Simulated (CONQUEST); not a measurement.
## GaN under changes of volume

One of the cells (11.673 Å³/atom); the others are scaled copies at fixed shape and fractional positions:

```
CELL_PARAMETERS angstrom
3.20804 0.00000 0.00000
0.00000 3.20804 0.00000
0.00000 0.00000 4.53685
ATOMIC_POSITIONS crystal
Ga 0.00000 0.00000 0.00000
Ga 0.50000 0.50000 0.50000
N 0.00000 0.50000 0.75000
N 0.50000 0.00000 0.25000
```

The cell is a database's computed one.

```yaml
Program: CONQUEST 1.3
Functional: PBEsol
Potentials_or_basis: PseudoDojo NC PBEsol, DZP, grid of 36 × 36 × 48 points
k_mesh: 8 × 8 × 6
Occupations: fermi-dirac, width 0.05 eV
Spin: no spin polarisation
```

```tsv
volume (Å³/atom)	energy over the lowest point (meV/atom)	pressure (GPa)	gap on the mesh (eV)
10.757	?	?	?
10.986	19.93	11.6	2.08
11.444	1.00	2.5	1.79
11.673	0.00	-1.1	1.66
11.902	3.78	-4.1	1.52
12.131	11.99	-7.7	1.39
```

Question: What does the run at 10.757 Å³/atom give?

Answer: Energy over the lowest point 40.12 meV/atom; pressure 16.5 GPa; gap on the mesh 2.23 eV.

Worked out: A Birch-Murnaghan fit of order 3 (a polynomial in V^(-2/3)) to the other rows has its minimum at 11.60 Å³/atom with B0 = V·E''(V) = 178 GPa and B' = 4.4. It gives 39.12 meV/atom at 10.757 Å³/atom, against the run's 40.12, and -dE/dV = 16.0 GPa, against 16.5. A straight line through the other rows of the gap, of slope -6.95 eV per unit of ln V, extrapolates to 2.22 eV, against the run's 2.23.

Energies are extrapolated to zero smearing.

Caveats: the basis of atomic orbitals isn't converged, which shifts pressures, moduli and gaps; the real-space grid breaks the cell's symmetry a little (some runs).

A mesh can miss the band edges. Spin-orbit coupling on Ga is left out.
